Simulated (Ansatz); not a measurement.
## Bands of Ru

```
Ru
1.0
     0.00000    1.90541    1.90541
     1.90541    0.00000    1.90541
     1.90541    1.90541    0.00000
Ru
1
Cartesian
  0.0000 0.0000 0.0000
```

The cell was built from the fcc type and relaxed in the same program, and has space group Fm-3m; it needn't be a known or the stable phase.

Computed with DFT, PBE, all-electron LAPW, Dirac equation with spin-orbit coupling in Ansatz 0.2.0.

Numerical set-up: a Γ-centred 16×16×16 k mesh, Fermi–Dirac smearing of 0.05 eV, basis error target 0.25 meV/atom, no spin polarisation.

Points in fractions of the reciprocal vectors of this cell: Γ (0, 0, 0), X (0.5, 0, 0.5), U (0.625, 0.25, 0.625), K (0.375, 0.375, 0.75), L (0.5, 0.5, 0.5), W (0.5, 0.25, 0.75). The path joins them by straight lines in the order Γ–X–U–K–Γ–L–W–X; legs that retrace an earlier one aren't tabulated. Energies are in eV from the Fermi level.

(1) List the levels at K between -20 and 10 eV.

(2) List the levels at Γ between -20 and 10 eV.

(3) List the levels at L between -20 and 10 eV.

(4) What is the band gap?

Answers

(1) -5.37 (×2), -4.50 (×2), -1.50 (×2), 0.12 (×2), 1.42 (×2), 8.68 (×2), 9.08 (×2).

(2) -7.83 (×2), -2.63 (×4), -2.42 (×2), -0.15 (×4).

(3) -5.98 (×2), -2.79 (×2), -2.56 (×2), 0.95 (×2), 1.58 (×2), 1.73 (×2), 9.82 (×2).

(4) none: bands cross the Fermi level, a metal.
